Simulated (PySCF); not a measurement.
Bonds (- single, = double, # triple, : aromatic): C1-C2, C2-C3, C2-C4, C2-O5. C1 carries H6, H7, H8; C3 carries H9, H10, H11; C4 carries H12, H13, H14; O5 carries H15.

GIAO shifts from PySCF on PBE0-D3(BJ)/def2-TZVP geometries (one conformer, non-relativistic, equivalent nuclei averaged), against TMS at the same level and in the same medium; PCM means IEF-PCM chloroform.

Measured (solution, not stated per compound (mostly CDCl3 or CCl4); Pretsch, Buehlmann, Badertscher, Structure Determination of Organic Compounds, 4th ed. (2009)): C2 68.9, C1/C3/C4 31.2, H6/H7/H8/H9/H10/H11/H12/H13/H14 1.26 ppm.

Q: Which unscaled values do B97-2/pcSseg-2, gas; WP04/pcSseg-2, PCM; wB97X-D/pcSseg-2, PCM give, and how close are they?

A: 
```
                          atoms  measured  B97-2/pcSseg-2, gas  WP04/pcSseg-2, PCM  wB97X-D/pcSseg-2, PCM
                             C2      68.9                 72.7                79.5                   74.1
                       C1/C3/C4      31.2                 33.2                33.0                   34.1
H6/H7/H8/H9/H10/H11/H12/H13/H14      1.26                 1.18                1.18                   1.21
```

Mean absolute error for 13C: B97-2/pcSseg-2, gas 2.9, WP04/pcSseg-2, PCM 6.2, wB97X-D/pcSseg-2, PCM 4.0 ppm.

Mean absolute error for 1H: B97-2/pcSseg-2, gas 0.08, WP04/pcSseg-2, PCM 0.08, wB97X-D/pcSseg-2, PCM 0.05 ppm.
